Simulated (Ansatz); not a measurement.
# The 2H-MoS2 bilayer (2H stacking) between two gates, part 2 of 3

Aim: screening and gap of the neutral 2H-MoS2 bilayer (2H stacking) between oppositely charged gates.

Ansatz 0.2.0; plane-wave DFT, PBE-D3(BJ), Ansatz PAW (set soft_1); PAW set soft_1 (the session's first sound run).

So far. Step 2 (Relaxing the slab): The lattice constant a goes from 3.180 to 3.152 Å.

## Step 3: Gated layer, displacement field 0

The slab is cut off from its images along the normal. Two sheets of opposite charge stand for the gates, so the stack stays neutral in a displacement field; barriers ahead of the sheets keep electrons from leaking to them. The uncharged case sets the zero.

The cell differs from the one that the last finished run ended in (c 50.025 → 48.695 Å).

Contents of input.yaml:

```yaml
crystal:
  lattice:
    - [3.151827056, 0.0, 0.0]
    - [-1.575913528, 2.7295622988, 0.0]
    - [0.0, 0.0, 48.6951053551]
  atoms:
    - { symbol: S, position: [0.3333333333, 0.6666666667, 0.4055849116] }
    - { symbol: Mo, position: [0.0, 0.0, 0.4377766239] }
    - { symbol: S, position: [0.3333333333, 0.6666666667, 0.469937005] }
    - { symbol: S, position: [0.0, 0.0, 0.530062995] }
    - { symbol: Mo, position: [0.3333333333, 0.6666666667, 0.5622233761] }
    - { symbol: S, position: [0.0, 0.0, 0.5944150884] }
  periodic: [true, true, false]
  symmetry: { detect: true }
kpoints:
  mp_grid: { grid: [30, 30, 1] }
  band_path:
    path: [[0, 0, 0], [0.5, 0, 0], [0.33333333, 0.33333333, 0], [0, 0, 0]]
    npoints: 16
hamiltonian:
  xc: pbe
  dispersion: d3bj
  pseudopotentials: { kind: paw, azcp: { folder: soft_1 } }
scf:
  occupations: { method: fermi_dirac, width: 0.02585 }
  convergence: { dr2_threshold: 1.0e-10 }
output:
  forces: true
  eigenvalues: true
  dos: { projected: true, e_range: [-3, 3], de: 0.01 }
  write_potential: true
  write_density: true
  volumetric_format: npy
  elf: true
external_charges:
  - { charge: 0, barrier: 10, axis: 3, height: 32.445, sigma: 0.25 }
  - { charge: 0, barrier: 10, axis: 3, height: 16.25, sigma: 0.25 }
```

The run is started by

```console
> ansatz run input.yaml --threads 4 --pin off --max-ram 8192MiB --backend cpu --events-out ev --progress --plain --runs-dir out
```

Numbers of over 12 decimals in the logs are rounded to 6 here.

The log of the run:

```text
[...]
Crystal: 6 atoms, lattice volume = 418.929 Å³
Basis set: ecut = 420 eV, 8095 PW (Γ), exchange–correlation on 48×48×720 points (8 copies of the dense FFT grid, shifted against one another)
Bands: 32, of which v1, the nominal top of the filled ones, is band 26 counted from 1 (25 counted from 0)
Symmetry: 12 space group operations
[...]
k-points: 91 of 900
[...]
SCF iter   1: F=—  HF=-13530.718363 eV  |F-HF|=—  |Δ(HF+E_count)|=         —  Δρ=4.43e-2  dr2=1.26e1  ethr=3.10e-3  ⟨swp⟩=19.9  Hψ=28847  notcnv=0
[...]
SCF iter  13: F=-13527.866231 eV  HF=-13527.866231 eV  |F-HF|=3.64e-10  |Δ(HF+E_count)|=  2.53e-10  Δρ=8.86e-8  dr2=3.90e-11  ethr=1.00e-12  ⟨swp⟩=27.1  Hψ=31729  notcnv=0
SCF 1 converged in 13 iterations: F = -13527.866231 eV  dr2 = 3.90e-11
[...]
NSCF: frozen V_eff on 49 k-points
SCF converged after 13 iterations
Free energy (F): -13527.866231 eV
[...]
Internal energy: -13527.866231 eV  (E = F + TS)
E sigma→0 (E₀):  -13527.866231 eV
Fermi energy:    -4.818713 eV
[...]
--- Forces (eV/Å), atoms and charges each counted from 1 ---
  atom   1  S     -0.00000000    -0.00000000     0.00286189
  atom   2  Mo    -0.00000000    -0.00000000     0.00206521
  atom   3  S      0.00000000    -0.00000000    -0.00020412
  atom   4  S      0.00000000     0.00000000     0.00020412
  atom   5  Mo    -0.00000000     0.00000000    -0.00206521
  atom   6  S     -0.00000000     0.00000000    -0.00286189
  external charge   1     0.00000000     0.00000000     0.00417043
  external charge   2     0.00000000     0.00000000    -0.00416877
  max |Σ_I F_I| component, the external charges' with the atoms': 1.67e-6 eV/Å
--- Band table (eV; the first three rows and the last of 91) ---
  k-point 0: bands = [... 22 lower, -7.3388, -7.1826, -6.1627, -5.4011, -3.0809, -3.0809, -3.0573, -3.0573, ... 2 higher]
  k-point 1: bands = [... 22 lower, -7.3094, -7.0455, -6.1638, -5.4241, -3.1025, -3.0848, -3.0552, -3.0246, ... 2 higher]
  k-point 2: bands = [... 22 lower, -7.2442, -6.8860, -6.1700, -5.4965, -3.1590, -3.1503, -3.0189, -3.0087, ... 2 higher]
  k-point 90: bands = [... 22 lower, -8.0476, -8.0476, -5.9590, -5.8592, -4.1165, -4.1165, -3.1869, -2.5978, ... 2 higher]
```

The job ended after 54 s (4 threads of Arm Neoverse V2, shared host; peak memory 1.5 GiB).

The column dr2 measures how far the density is from self-consistency, as an energy; F and HF (Harris–Foulkes) agree once it is small.

This step gave:

* gap on the k-mesh: 1.212 eV
* gap along the path: 1.212 eV
* smallest direct gap along the path: 1.743 eV
* gap, the smaller of path and mesh: 1.212 eV
* potential beyond the upper barrier and gate, less the barrier, from the Fermi level: 4.819 eV

Running mean over a fixed 2.6 Å (it still follows the layers) of the planar mean; beyond a gate it holds the 10 eV model barrier. The electron's electrostatic potential energy less the Fermi level by z:

```
z (Å)  electron's electrostatic potential energy less the Fermi level (eV)
    4                                                                 14.8
    5                                                                 14.8
    6                                                                 14.8
    7                                                                 14.8
    8                                                                 14.8
    9                                                                 14.8
   10                                                                 14.8
   11                                                                 14.8
   12                                                                 14.8
   13                                                                 14.8
   14                                                                 14.8
   15                                                                 14.4
   16                                                                 10.8
   17                                                                 6.85
   18                                                                 3.38
   19                                                                -1.90
   20                                                                -8.43
   21                                                                -12.1
   22                                                                -12.1
   23                                                                -5.48
   24                                                                -1.18
   25                                                                -2.08
   26                                                                -7.94
   27                                                                -12.1
   28                                                                -12.2
   29                                                                -5.88
   30                                                               -0.286
   31                                                                 4.41
   32                                                                 8.07
   33                                                                 12.0
   34                                                                 14.7
   35                                                                 14.8
   36                                                                 14.8
   37                                                                 14.8
   38                                                                 14.8
   39                                                                 14.8
   40                                                                 14.8
   41                                                                 14.8
   42                                                                 14.8
   43                                                                 14.8
   44                                                                 14.8
```

The density of states has structure finer than the step of the table below, so its rows give means over 0.2 eV, whole bins alone (the curve runs from -3 to 1.57 eV). Peaks (eV: height): -2.91: 8.96, -1.89: 11.6, -1.35: 5.56, 0.97: 5.66, 1.26: 13.7, 1.50: 11.4.

Density of states against energy, zero at the Fermi level of the run, which the smearing sets inside the gap; means over each step:

energy (eV), density of states (states/eV a cell) and a bar:
```
     -2.8        6.7 ######################
     -2.6        4.8 ################
     -2.4        4.8 ################
     -2.2        3.7 ############
     -2.0        4.7 ###############
     -1.8        6.9 ######################
     -1.6        4.7 ###############
     -1.4        3.7 ############
     -1.2        1.4 #####
     -1.0        0.4 #
     -0.8        0.3 #
     -0.6        0.2 #
     -0.4        0.0 
     -0.2        0.0 
      0.0        0.0 
      0.2        0.0 
      0.4        0.0 
      0.6        0.6 ##
      0.8        2.9 #########
      1.0        4.6 ###############
      1.2        9.2 ##############################
      1.4        7.7 #########################
```

Projected DOS per atom over height of the atomic layer and energy from the Fermi level. Layers: S Mo S S Mo S from below.

Values in states/eV, 22 rows by 6 columns, each cell a mean:
```
0.96 2.50 0.67 0.67 2.50 0.96
0.84 3.33 0.65 0.65 3.33 0.84
0.42 1.71 0.39 0.39 1.71 0.42
0.26 1.16 0.34 0.34 1.16 0.26
0.09 0.35 0.13 0.13 0.35 0.09
0.00 0.00 0.00 0.00 0.00 0.00
0.00 0.00 0.00 0.00 0.00 0.00
0.00 0.00 0.00 0.00 0.00 0.00
0.00 0.00 0.00 0.00 0.00 0.00
0.00 0.00 0.00 0.00 0.00 0.00
0.00 0.05 0.04 0.04 0.05 0.00
0.01 0.08 0.07 0.07 0.08 0.01
0.02 0.15 0.07 0.07 0.15 0.02
0.09 0.60 0.14 0.14 0.60 0.09
0.33 1.32 0.29 0.29 1.32 0.33
0.43 1.57 0.43 0.43 1.57 0.43
0.82 2.17 0.70 0.70 2.17 0.82
0.62 0.54 0.49 0.49 0.54 0.62
0.93 0.31 0.94 0.94 0.31 0.93
0.92 0.42 0.92 0.92 0.42 0.92
1.03 0.61 0.97 0.97 0.61 1.03
1.46 1.04 1.41 1.41 1.04 1.46
```
Columns: height of the atomic layer (Å) from 19.8 to 28.9 (not evenly spaced); rows upwards: energy from the Fermi level (eV) from -2.98 to 1.57.

Electronic bands along the path, in eV, zero at the Fermi level of the run, which the smearing sets inside the gap:

```
  point  band 23  band 24  band 25  band 26  band 27  band 28  band 29  band 30
      Γ    -2.52    -2.36    -1.34    -0.58     1.74     1.74     1.76     1.76
halfway    -2.62    -2.25    -1.88    -1.80     0.94     1.26     1.34     1.39
      M    -2.06    -1.94    -1.78    -1.71     1.26     1.29     1.70     1.86
halfway    -3.15    -2.88    -1.44    -1.34     1.12     1.19     1.96     2.08
      K    -3.23    -3.23    -1.14    -1.04     0.70     0.70     1.63     2.22
halfway    -2.18    -2.09    -1.89    -1.88     0.63     1.05     1.39     1.54
      Γ    -2.52    -2.36    -1.34    -0.58     1.74     1.74     1.76     1.76
```

Valence density in the ca plane at fractional y = 0.667, with atoms of S and Mo within 0.2 Å of it. It is the smooth field of the valence electrons, not physical close to the nuclei.

Values in e/Å³, 5 rows by 16 columns, each cell a mean:
```
0.0 0.0 0.0 0.0 0.0 0.0 0.1 0.2 0.5 0.6 0.2 0.1 0.1 0.5 0.4 0.3
0.0 0.0 0.0 0.0 0.0 0.0 0.1 0.5 0.5 0.5 0.5 0.2 0.1 0.4 0.5 0.6
0.0 0.0 0.0 0.0 0.0 0.0 0.4 0.9 0.6 0.5 0.9 0.6 0.1 0.2 2.3 3.6
0.0 0.0 0.0 0.0 0.0 0.0 0.5 0.8 0.6 0.5 0.8 0.7 0.1 0.2 3.0 4.7
0.0 0.0 0.0 0.0 0.0 0.0 0.2 0.7 0.5 0.4 0.7 0.3 0.1 0.3 0.9 1.2
```
Columns run along c (16.0 Å, from fractional 0.26 to 0.59 of the cell), rows up along a (3.2 Å). Atoms in or near the plane, at fractional coordinates: S at (0.41, 0.33), S at (0.47, 0.33), Mo at (0.56, 0.33).

Electrostatic potential energy in the ca plane at fractional y = 0.667, with atoms of S and Mo within 0.2 Å of it. With pseudopotentials it is smooth inside the atoms' cores, unlike the true potential.

Values in eV, 5 rows by 16 columns, each cell a mean:
```
 10  10  10   9   1   0  -1  -4 -15 -18  -4  -2  -3 -12  -7  -7
 10  10  10   9   1   0  -2 -10 -12 -13 -10  -3  -2  -8 -12 -16
 10  10  10   9   1   0 -11 -42 -14 -10 -41 -16  -1  -4 -35 -44
 10  10  10   9   1   0 -14 -45 -16 -12 -44 -20  -1  -4 -39 -48
 10  10  10   9   1   0  -4 -21 -11 -11 -20  -6  -2  -6 -20 -27
```
Columns run along c (16.0 Å, from fractional 0.26 to 0.59 of the cell; values clipped at the 3rd and 97th percentile), rows up along a (3.2 Å). Atoms in or near the plane, at fractional coordinates: S at (0.41, 0.33), S at (0.47, 0.33), Mo at (0.56, 0.33).

ELF in the ca plane at fractional y = 0.667, with atoms of S and Mo within 0.2 Å of it. It is the smooth field of the valence electrons, not physical close to the nuclei.

Ten even steps from '0' (0.00) to '9' (0.93), each cell a mean:
```
00000000000000000012331233123321015788753224
00000000000000000012221233112210015788753235
00000000000000012567775222257775102577632222
00000000000000147898788422588799600234335763
00000000000001368996137522672179820012257676
00000000000001368996027522661179820012257566
00000000000000247998678522587799610134336764
00000000000000013578875222368876202567532322
```
Columns run along c (16.0 Å, from fractional 0.26 to 0.59 of the cell), rows up along a (3.2 Å). Atoms in or near the plane, at fractional coordinates: S at (0.41, 0.33), S at (0.47, 0.33), Mo at (0.56, 0.33).

The gap, the smaller of path and mesh, is 1.212 eV.

## Step 4: Gated layer, displacement field 0.905 V/nm

Changes to input.yaml since step 3:

```diff
@@ -29,3 +29,2 @@
   eigenvalues: true
-  dos: { projected: true, e_range: [-3, 3], de: 0.01 }
   write_potential: true
@@ -33,5 +32,6 @@
   volumetric_format: npy
-  elf: true
 external_charges:
   - { charge: 0, barrier: 10, axis: 3, height: 32.445, sigma: 0.25 }
+  - { charge: -0.004302, axis: 3, height: 33.945, sigma: 0.5 }
   - { charge: 0, barrier: 10, axis: 3, height: 16.25, sigma: 0.25 }
+  - { charge: 0.004302, axis: 3, height: 14.75, sigma: 0.5 }
```

The log of the run:

```text
[...]
Crystal: 6 atoms, lattice volume = 418.929 Å³
Basis set: ecut = 420 eV, 8095 PW (Γ), exchange–correlation on 48×48×720 points (8 copies of the dense FFT grid, shifted against one another)
Bands: 32, of which v1, the nominal top of the filled ones, is band 26 counted from 1 (25 counted from 0)
Symmetry: 6 space group operations
k-points: 91 of 900 (time reversal used)
[...]
SCF iter   1: F=—  HF=-13530.716988 eV  |F-HF|=—  |Δ(HF+E_count)|=         —  Δρ=4.43e-2  dr2=1.26e1  ethr=3.10e-3  ⟨swp⟩=19.9  Hψ=29045  notcnv=0
[...]
SCF iter  16: F=-13527.864604 eV  HF=-13527.864604 eV  |F-HF|=1.27e-10  |Δ(HF+E_count)|=  2.29e-10  Δρ=8.09e-8  dr2=6.67e-11  ethr=1.00e-12  ⟨swp⟩=25.4  Hψ=31898  notcnv=0
SCF 1 converged in 16 iterations: F = -13527.864604 eV  dr2 = 6.67e-11
[...]
WARN: The output density's exchange-correlation potential varies sharply where the density is thin. Do not read a vacuum level from v_tot or v_xc, or from such a field of the output density. On a cell that repeats whose density bears no net charge and no dipole along the vacuum's axis use v_es (v_loc + v_h of the components); under efield.dipole_correction with no amplitude use v_es + v_field, which holds any externa [...]
SCF converged after 16 iterations
Free energy (F): -13527.864604 eV
[...]
Internal energy: -13527.864604 eV  (E = F + TS)
E sigma→0 (E₀):  -13527.864604 eV
Fermi energy:    -4.820138 eV
[...]
--- Forces (eV/Å), atoms and charges each counted from 1 ---
  atom   1  S      0.00000000    -0.00000000     0.00605327
  atom   2  Mo    -0.00000000    -0.00000000    -0.00557828
  atom   3  S      0.00000000    -0.00000000     0.00444959
  atom   4  S      0.00000000     0.00000000     0.00448660
  atom   5  Mo     0.00000000    -0.00000000    -0.00966006
  atom   6  S      0.00000000     0.00000000     0.00069840
  external charge   1     0.00000000     0.00000000     0.00395116
  external charge   2     0.00000000     0.00000000    -0.00019472
  external charge   3     0.00000000     0.00000000    -0.00440189
  external charge   4     0.00000000     0.00000000     0.00019453
  max |Σ_I F_I| component, the external charges' with the atoms': 1.40e-6 eV/Å
--- Band table (eV; the first three rows and the last of 91) ---
  k-point 0: bands = [... 22 lower, -7.3119, -7.1826, -6.1637, -5.3999, -3.1092, -3.1092, -3.0312, -3.0312, ... 2 higher]
  k-point 1: bands = [... 22 lower, -7.3091, -7.0434, -6.1648, -5.4229, -3.1334, -3.0802, -3.0560, -3.0036, ... 2 higher]
  k-point 2: bands = [... 22 lower, -7.2466, -6.8844, -6.1708, -5.4952, -3.1952, -3.1158, -3.0432, -3.0178, ... 2 higher]
  k-point 90: bands = [... 22 lower, -8.0791, -8.0153, -5.9729, -5.8461, -4.1559, -4.0777, -3.1899, -2.5955, ... 2 higher]
```

It took 56 s on 4 threads; peak memory 1.3 GiB; 3.7 min of CPU time.

Numbers from this step:

- gap on the k-mesh: 1.207 eV
- gap along the path: 1.207 eV
- smallest direct gap along the path: 1.690 eV
- gap, the smaller of path and mesh: 1.207 eV
- potential beyond the upper barrier and gate, less the barrier, from the Fermi level: 5.224 eV

The electronic bands at the labelled points (eV, zero at the Fermi level of the run, which the smearing sets inside the gap):

```
  point  band 23  band 24  band 25  band 26  band 27  band 28  band 29  band 30
      Γ    -2.49    -2.36    -1.34    -0.58     1.71     1.71     1.79     1.79
halfway    -2.62    -2.25    -1.89    -1.78     0.94     1.25     1.34     1.40
      M    -2.07    -1.92    -1.79    -1.69     1.23     1.32     1.69     1.87
halfway    -3.16    -2.87    -1.46    -1.32     1.10     1.21     1.95     2.08
      K    -3.26    -3.20    -1.15    -1.03     0.66     0.74     1.63     2.22
halfway    -2.19    -2.08    -1.92    -1.84     0.63     1.06     1.39     1.53
      Γ    -2.49    -2.36    -1.34    -0.58     1.71     1.71     1.79     1.79
```

The gap, the smaller of path and mesh, is 1.207 eV.

## Step 5: Gated layer, displacement field 1.81 V/nm

Changes to input.yaml since step 4:

```diff
@@ -34,4 +34,4 @@
   - { charge: 0, barrier: 10, axis: 3, height: 32.445, sigma: 0.25 }
-  - { charge: -0.004302, axis: 3, height: 33.945, sigma: 0.5 }
+  - { charge: -0.008603, axis: 3, height: 33.945, sigma: 0.5 }
   - { charge: 0, barrier: 10, axis: 3, height: 16.25, sigma: 0.25 }
-  - { charge: 0.004302, axis: 3, height: 14.75, sigma: 0.5 }
+  - { charge: 0.008603, axis: 3, height: 14.75, sigma: 0.5 }
```

The log of the run:

```text
[...]
Crystal: 6 atoms, lattice volume = 418.929 Å³
Basis set: ecut = 420 eV, 8095 PW (Γ), exchange–correlation on 48×48×720 points (8 copies of the dense FFT grid, shifted against one another)
Bands: 32, of which v1, the nominal top of the filled ones, is band 26 counted from 1 (25 counted from 0)
Symmetry: 6 space group operations
k-points: 91 of 900 (time reversal used)
[...]
--- Band table (eV; the first three rows and the last of 91) ---
  k-point 0: bands = [... 22 lower, -7.2750, -7.1827, -6.1667, -5.3963, -3.1480, -3.1480, -3.0013, -3.0013, ... 2 higher]
  k-point 1: bands = [... 22 lower, -7.3037, -7.0373, -6.1676, -5.4192, -3.1730, -3.1179, -3.0254, -2.9857, ... 2 higher]
  k-point 2: bands = [... 22 lower, -7.2538, -6.8798, -6.1733, -5.4912, -3.2365, -3.0903, -3.0684, -3.0411, ... 2 higher]
  k-point 90: bands = [... 22 lower, -8.1094, -7.9825, -6.0033, -5.8178, -4.1961, -4.0397, -3.1988, -2.5890, ... 2 higher]
[key lines of the parts left out:]
SCF converged after 17 iterations
Free energy (F): -13527.859725 eV
Fermi energy:    -4.824510 eV
```

It took 58 s on 4 threads; peak memory 1.3 GiB; 3.8 min of CPU time.

The gap, the smaller of path and mesh, is 1.193 eV.

## Step 6: Gated layer, displacement field 2.71 V/nm

Changes to input.yaml since step 5:

```diff
@@ -34,4 +34,4 @@
   - { charge: 0, barrier: 10, axis: 3, height: 32.445, sigma: 0.25 }
-  - { charge: -0.008603, axis: 3, height: 33.945, sigma: 0.5 }
+  - { charge: -0.012905, axis: 3, height: 33.945, sigma: 0.5 }
   - { charge: 0, barrier: 10, axis: 3, height: 16.25, sigma: 0.25 }
-  - { charge: 0.008603, axis: 3, height: 14.75, sigma: 0.5 }
+  - { charge: 0.012905, axis: 3, height: 14.75, sigma: 0.5 }
```

The log of the run:

```text
[...]
Crystal: 6 atoms, lattice volume = 418.929 Å³
Basis set: ecut = 420 eV, 8095 PW (Γ), exchange–correlation on 48×48×720 points (8 copies of the dense FFT grid, shifted against one another)
Bands: 32, of which v1, the nominal top of the filled ones, is band 26 counted from 1 (25 counted from 0)
Symmetry: 6 space group operations
k-points: 91 of 900 (time reversal used)
[...]
--- Band table (eV; the first three rows and the last of 91) ---
  k-point 0: bands = [... 22 lower, -7.2381, -7.1828, -6.1716, -5.3904, -3.1884, -3.1884, -2.9907, -2.9907, ... 2 higher]
  k-point 1: bands = [... 22 lower, -7.2669, -7.0278, -6.1721, -5.4131, -3.2139, -3.1579, -3.0220, -2.9994, ... 2 higher]
  k-point 2: bands = [... 22 lower, -7.2649, -6.8727, -6.1771, -5.4847, -3.2789, -3.1234, -3.0735, -3.0488, ... 2 higher]
  k-point 90: bands = [... 22 lower, -8.1380, -7.9494, -6.0398, -5.7851, -4.2369, -4.0026, -3.2132, -2.5785, ... 2 higher]
[key lines of the parts left out:]
SCF converged after 17 iterations
Free energy (F): -13527.851593 eV
Fermi energy:    -4.831899 eV
```

Wall time 59 s (4 threads); peak memory 1.3 GiB.

The gap, the smaller of path and mesh, is 1.154 eV.

(Part 2 of 3 ends here.)

[Logs are printed without paths, hosts, clocks, repeated set-up lines and the standing remarks that a program may print on its own settings, such as how far it seeks lower states.]

[Hosts, paths, dates, database ids (printed as entryN), source tags and the programs' standing remarks are cut or masked in the printed files.]

[Maps of the electrostatic potential energy from Ansatz leave out the sawtooth potential of an applied field or a dipole correction, so their vacuum need not be flat; planar profiles and work functions include it.]

[The density of states shown here was stored with 400 of the rows of the run's finer table, so its peaks can read low, often by over a quarter, or be missed, and its means over a window can be off by a tenth or more.]
